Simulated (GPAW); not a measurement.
Here is a GPAW 26.7.0 calculation.

Contents of run.py:

```python
from ase.dft.bandgap import bandgap
from ase.io import read, write
from ase.units import GPa
from gpaw import GPAW, PW

atoms = read('ZnSe.xyz')

calc = GPAW(mode=PW(600),
            xc='PBE',
            kpts={'size': (8, 8, 8), 'gamma': True},
            occupations={'name': 'methfessel-paxton', 'order': 0, 'width': 0.014},
            nbands=18,
            convergence={'density': 1e-05, 'energy': 1e-05},
            maxiter=150,
            txt='gpaw.txt')
atoms.calc = calc
energy = atoms.get_potential_energy()
forces = atoms.get_forces()
stress = atoms.get_stress()
calc.write('gs.gpw')
write('result.traj', atoms)
print(f'Energy: {energy:.6f} eV')
print('Forces (eV/A):')
print(forces.round(4))
print('Stress (GPa):', (stress / GPa).round(3))
print('Fermi level:', round(calc.get_fermi_level(), 4), 'eV')
print(f'Gap: {bandgap(calc)[0]:.4f} eV, direct: {bandgap(calc, direct=True)[0]:.4f} eV')
```

File ZnSe.xyz:

```xyz
2
Lattice="0.0000000000 2.8338000000 2.8338000000 2.8338000000 0.0000000000 2.8338000000 2.8338000000 2.8338000000 0.0000000000" Properties=species:S:1:pos:R:3 pbc="T T T"
Se     4.2507000000      4.2507000000      4.2507000000
Zn     0.0000000000      0.0000000000      0.0000000000
```

Potentials or basis: GPAW PAW data sets (gpaw-data 1.2.1), pw.

The run is started by

```bash
$ OMP_NUM_THREADS=1 python run.py
```

(1) Estimate the pressure.

(2) Estimate the band gap on the k mesh.

## Answers

(1) 2.1 GPa.

(2) 1.30 eV, direct.

**Experimental background.**

From “Alloy Disordering Effects on the Thermal Conductivity and Energy Gap Temperature Dependence of Cd1−xZnxSe Ternary Crystals Grown by the Bridgman Method”, 2023, pmc:10253836, for a bulk crystal of ZnSe at 300 K: band gap 2.695 ± 0.003 eV (an exciton energy, a little under the gap).

Measured gap of ZnSe: 2.695 eV (an exciton energy, a little under the gap; 300 K; “Alloy Disordering Effects on the Thermal Conductivity and Energy Gap Temperature Dependence of Cd1−xZnxSe Ternary Crystals Grown by the Bridgman Method”, 2023, pmc:10253836). This calculation gives 1.30 eV (-1.40 eV). So large a miss can be the level of theory's own, or it may mean another phase, state or a wrong row. Spin-orbit coupling on Se is left out. The value is that of PBE, without temperature or zero-point motion. Semilocal functionals fall short of measured gaps as a rule.
